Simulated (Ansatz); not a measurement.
input.yaml

```yaml
crystal:
  lattice:
    - [0.0, 3.18660825, 3.18660825]
    - [3.18660825, 0.0, 3.18660825]
    - [3.18660825, 3.18660825, 0.0]
  atoms:
    - { symbol: Mg, position: [0.25, 0.25, 0.25] }
    - { symbol: Mg, position: [0.75, 0.75, 0.75] }
    - { symbol: Ge, position: [0.0, 0.0, 0.0] }
basis:
  ecutwfc: 420
kpoints:
  mp_grid: { grid: [10, 10, 10] }
hamiltonian:
  xc: pbesol
scf:
  occupations: { method: gaussian, width: 0.05 }
output:
  forces: true
  stress: true
  eigenvalues: true
```

Command:
```bash
ansatz run input.yaml --threads 1 --pin off --max-ram 1331MiB --backend cpu --events-out ev --progress --plain --runs-dir out
```

Computed with DFT PBEsol, scalar-relativistic, plane waves, PAW in Ansatz 0.2.0.

Abridged output:

```
Pseudopotentials: kind: paw
Pseudopotential: Mg, paw, valence charge 10, recommended cutoff 420 eV (normal)
Pseudopotential: Ge, paw, valence charge 14, recommended cutoff 420 eV (normal)
Functional definition: PBEsol
Crystal: 3 atoms, lattice volume = 64.717 Å³
Basis set: ecut = 420 eV, 1243 PW (Γ), exchange–correlation on 64×64×64 points (8 copies of the dense FFT grid, shifted against one another)
Bands: 21, of which v1, the nominal top of the filled ones, is band 17 counted from 1 (16 counted from 0)
Symmetry: 48 space group operations
Space group: Fm-3m (ITA 225), of the structure as read, at distance tolerance 4.0e-5 Å
k-points: 47 of 1000
Initial density: superposition of atomic densities (neutral atoms: chi_scale 0, normalization atom), corrected by the library's trained network
Initial wavefunctions: pseudopotential atomic-orbital guess
Functional: x = pbesol(κ = 0.804, μ = 0.12345679), c = pbesol(β = 0.046)
SCF iter   1: F=—  HF=-8078.466097 eV  |F-HF|=—  |Δ(HF+E_count)|=         —  Δρ=5.45e-3  dr2=4.35e-2  ethr=1.77e-3  ⟨swp⟩=6.0  Hψ=4362  notcnv=0
SCF iter   2: F=—  HF=-8078.457879 eV  |F-HF|=—  |Δ(HF+E_count)|=   8.22e-3  Δρ=3.54e-3  dr2=1.99e-2  ethr=1.28e-4  ⟨swp⟩=1.2  Hψ=1380  notcnv=0
SCF iter   3: F=—  HF=-8078.453399 eV  |F-HF|=—  |Δ(HF+E_count)|=   4.48e-3  Δρ=1.12e-3  dr2=1.45e-3  ethr=5.86e-5  ⟨swp⟩=2.0  Hψ=1340  notcnv=0
SCF iter   4: F=—  HF=-8078.453061 eV  |F-HF|=—  |Δ(HF+E_count)|=   3.38e-4  Δρ=5.69e-4  dr2=3.73e-4  ethr=4.27e-6  ⟨swp⟩=2.0  Hψ=1410  notcnv=0
SCF iter   5: F=—  HF=-8078.453200 eV  |F-HF|=—  |Δ(HF+E_count)|=   1.38e-4  Δρ=2.23e-4  dr2=6.35e-5  ethr=1.10e-6  ⟨swp⟩=2.0  Hψ=1333  notcnv=0
SCF iter   6: F=—  HF=-8078.453211 eV  |F-HF|=—  |Δ(HF+E_count)|=   1.14e-5  Δρ=6.49e-5  dr2=4.11e-6  ethr=1.87e-7  ⟨swp⟩=2.0  Hψ=1363  notcnv=0
SCF iter   7: F=—  HF=-8078.453210 eV  |F-HF|=—  |Δ(HF+E_count)|=   5.69e-7  Δρ=1.67e-5  dr2=1.95e-7  ethr=1.21e-8  ⟨swp⟩=2.0  Hψ=1417  notcnv=0
SCF iter   8: F=-8078.453210 eV  HF=-8078.453210 eV  |F-HF|=1.41e-8  |Δ(HF+E_count)|=   3.47e-9  Δρ=4.03e-6  dr2=1.17e-8  ethr=2.94e-10  ⟨swp⟩=4.2  Hψ=3285  notcnv=0
SCF 1 converged in 8 iterations: F = -8078.453210 eV  dr2 = 1.17e-8
SCF converged after 8 iterations
Free energy (F): -8078.453210 eV
Harris-Foulkes:  -8078.453210 eV  (|F-HF|=1.41e-8)
Internal energy: -8078.453126 eV  (E = F + TS)
E sigma→0 (E₀):  -8078.453168 eV
Entropy (-TS):   -0.000084 eV (-0.028 meV/atom)
Fermi energy:    6.902817 eV
--- Per-component energies (eV) ---
  E_band       = -849.832657
  E_kinetic    = 263.631510
  E_local      = -5733.991456  (includes V_loc(G=0)·N_el)
  E_nonlocal   = 612.272771
  E_hartree    = 2257.630000
  E_xc         = -132.723184
  E_vxc        = -139.679428  (∫ρ·V_xc dr)
  E_paw        = -2541.674707  (= ΣΔE_a)
  E_vpaw       = -367.333949  (= ΣTr[D̂ρ^β])
  E_aug_tail   = 0.000306  (compensation charges beyond the density's cutoff)
  E_ewald      = -2804.634027
  E_core_change = 1.035661  (= ΣΔE_core)
  E_smearing   = -0.000084  (= −TS)
--- Forces (eV/Å), atoms counted from 1 ---
  atom   1  Mg     0.00000000     0.00000000     0.00000000
  atom   2  Mg     0.00000000     0.00000000     0.00000000
  atom   3  Ge     0.00000000     0.00000000     0.00000000
--- Stress (GPa, compression-positive) ---
       -0.219635       0.000000       0.000000
        0.000000      -0.219635       0.000000
        0.000000       0.000000      -0.219635
  P = ⅓ Tr σ = -0.2196 GPa (-2.196 kbar)
--- Band table (eV; the first three rows and the last of 47) ---
  k-point 0: bands = ["-68.8397", "-68.8367", "-35.7875", "-35.7875", "-35.7875", "-35.7733", "-35.7733", "-35.7733", "-16.8137", "-16.8137", "-16.8137", "-16.7957", "-16.7957", "-2.9158", "6.8593", "6.8593", "6.8593", "7.8680", "9.6904", "9.6904", "9.6904"]
  k-point 1: bands = ["-68.8396", "-68.8368", "-35.7872", "-35.7872", "-35.7872", "-35.7737", "-35.7736", "-35.7736", "-16.8137", "-16.8136", "-16.8136", "-16.7957", "-16.7957", "-2.8318", "5.8473", "6.7535", "6.7535", "8.4373", "9.8819", "9.8819", "9.9508"]
  k-point 2: bands = ["-68.8394", "-68.8370", "-35.7863", "-35.7862", "-35.7862", "-35.7748", "-35.7747", "-35.7747", "-16.8137", "-16.8133", "-16.8133", "-16.7957", "-16.7957", "-2.5900", "4.4833", "6.5290", "6.5290", "8.3981", "10.1521", "10.1521", "11.0267"]
  k-point 46: bands = ["-68.8383", "-68.8380", "-35.7906", "-35.7899", "-35.7833", "-35.7779", "-35.7714", "-35.7709", "-16.8139", "-16.8128", "-16.8115", "-16.7960", "-16.7950", "-1.1836", "2.8771", "3.5367", "4.1839", "9.0568", "9.7414", "11.1943", "11.6427"]
```

The run converged.